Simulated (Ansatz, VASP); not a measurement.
# W: VASP beside Ansatz

Contents of INCAR:

```
SYSTEM = W
PREC = Accurate
ENCUT = 520
EDIFF = 1E-6
ISMEAR = 0
SIGMA = 0.15
LREAL = .False.
LASPH = .True.
NELM = 100
ALGO = Fast
ISIF = 2
LWAVE = .False.
LCHARG = .False.
GGA = PS
NBANDS = 13
```

Contents of KPOINTS:

```
regular mesh
0
Gamma
  20 20 20
  0 0 0
```

The input POSCAR:

```
W
1.0
    0.0000000000      1.9488000000      2.1112000000
    1.9488000000      0.0000000000      2.1112000000
    1.9488000000      1.9488000000      0.0000000000
W
1
Direct
    0.0000000000      0.0000000000      0.0000000000
```

Input for Ansatz:

```yaml
crystal:
  lattice:
    - [0.0, 1.9488, 2.1112]
    - [1.9488, 0.0, 2.1112]
    - [1.9488, 1.9488, 0.0]
  atoms:
    - { symbol: W, position: [0.0, 0.0, 0.0] }
basis:
  ecutwfc: 420
kpoints:
  mp_grid: { grid: [20, 20, 20] }
hamiltonian:
  xc: pbesol
scf:
  occupations: { method: gaussian, width: 0.15 }
output:
  forces: true
  stress: true
  eigenvalues: true
```

Change from the starting cell: strain -0.040 along x and y, +0.040 along z, atoms carried along.

Alike in both runs: task single point; functional PBEsol; k mesh 20 × 20 × 20; occupations gaussian, width 0.15 eV; no spin polarisation.

|  | VASP | Ansatz |
| --- | --- | --- |
| version | VASP 6.6.1 | Ansatz 0.2.0 |
| potentials or method | VASP PAW PBE potentials, release 64 (W_sv) | scalar-relativistic, plane waves, PAW |
| plane-wave cutoff (eV) | 520 | 420 |
| valence electrons in the cell | 14 | 14 |

|  | VASP | Ansatz | Ansatz less VASP |
| --- | --- | --- | --- |
| gap on the k mesh at the Fermi level (eV) | none | none | - |
| pressure (GPa) | -0.5 | -1.1 | -0.65 |
| largest component of the traceless stress (GPa) | 8.48 | 8.42 | -0.056 |

A gap of «none» marks a metal or a gap that the smearing closes.

Caveats: the PAW data sets were made with another functional, which shifts forces and pressure a little (VASP). Spin-orbit coupling is left out, which matters for the levels of W.
